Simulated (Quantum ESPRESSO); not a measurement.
# MgB2 in Quantum ESPRESSO: the effect of target pressure

MgB2:

```
Mg B
1.0
     3.08500    0.00000    0.00000
    -1.54250    2.67169    0.00000
     0.00000    0.00000    3.52300
Mg B
1 2
Cartesian
  0.0000 0.0000 0.0000
  1.5425 0.8906 1.7615
  0.0000 1.7811 1.7615
```

Alike in all runs:

```yaml
Program: Quantum ESPRESSO 7.5
Task: relaxation of cell and atoms
Functional: PBEsol
Potentials_or_basis: SSSP 1.3 efficiency PBE
Cutoff: 857 eV
Density_cutoff: 6884 eV
k_mesh: 10 × 10 × 8
Occupations: fermi-dirac, width 0.05 eV
Spin: no spin polarisation
```

Each run relaxes the cell or the atoms first.

Problem. One run gave: relaxed volume 8.47 Å³/atom. Which target pressure did it use?
A. 10 GPa
B. 30 GPa
C. 20 GPa
D. 2 GPa
E. 0 GPa

Solution. C.

```csv
target pressure,relaxed volume (Å³/atom)
0 GPa,9.45
2 GPa,9.32
5 GPa,9.15
10 GPa,8.90
20 GPa,8.47
30 GPa,8.11
```

Caveats: the potentials were made for another functional, which shifts forces and pressure; the volume moved by over 15 % at a fixed basis, so the end points are rough (some runs).
